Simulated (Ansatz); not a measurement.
# CrO2: the cost of one run

Computed with Ansatz 0.2.0 (DFT PBE, scalar-relativistic, plane waves, PAW, unless a step's input says otherwise).

5 further runs of the same task are left out: 5 set aside as unsound or not needed.

**1. The system as given**

It takes space group R3m (No. 160, trigonal). Conventional cell: a = 3.188 Å, b = 3.188 Å, c = 22.423 Å, α = 90.00°, β = 90.00°, γ = 120.00°. Around W (site symmetry 3m) lie 6 S at 2.42 Å. S (site symmetry 3m) has 3 W at 2.42 Å as nearest neighbours.

As a file:

```xyz
3
Lattice="1.5939 0.9202 7.4744 -1.5939 0.9202 7.4744 0.0000 -1.8404 7.4744" Properties=species:S:1:pos:R:3 pbc="T T T"
W     0.0000    0.0000    0.0152
S     0.0000    0.0000    9.0607
S     0.0000    0.0000    5.9186
```

It goes back to an entry of the Materials Project, which need not be the stable form.

This cell was relaxed beforehand with the same method: volume 21.93 Å³/atom, gap on the mesh 1.64 eV.

**2. S → O, W → Cr: the starting cell**

The start of CrO2: fractional positions of relaxed WS2, cell scaled by 0.815, a guess from tabulated radii. Atoms that may carry a moment start with parallel spins.

**3. Probe: one point at the start (CrO2)**

File input.yaml:

```yaml
crystal:
  lattice:
    - [1.2985801607, 0.7497356053, 6.0896714244]
    - [-1.2985801607, 0.7497356053, 6.0896714244]
    - [0.0, -1.4994712106, 6.0896714244]
  atoms:
    - { symbol: Cr, position: [0.0006774481, 0.0006774481, 0.0006774481], spin: 3.0 }
    - { symbol: O, position: [0.4040743053, 0.4040743053, 0.4040743053] }
    - { symbol: O, position: [0.2639482467, 0.2639482467, 0.2639482467] }
basis:
  ecutwfc: 420
kpoints:
  mp_grid: { grid: [12, 12, 12] }
hamiltonian:
  xc: pbe
scf:
  occupations: { method: gaussian, width: 0.1 }
  lower_state_search: "off"
output:
  forces: true
  stress: true
  eigenvalues: true
  populations: true
magnetization:
  spin_polarized: true
```

Command:

```console
> ansatz run input.yaml --threads 1 --pin off --max-ram 2560MiB --backend cpu --events-out ev --progress --plain --runs-dir out
```

**Question.** How long does this run take on 1 thread of Intel Xeon Platinum 8488C (Sapphire Rapids), shared host, and how much memory does it need?

About 31 s, with a peak of 0.55 GiB.
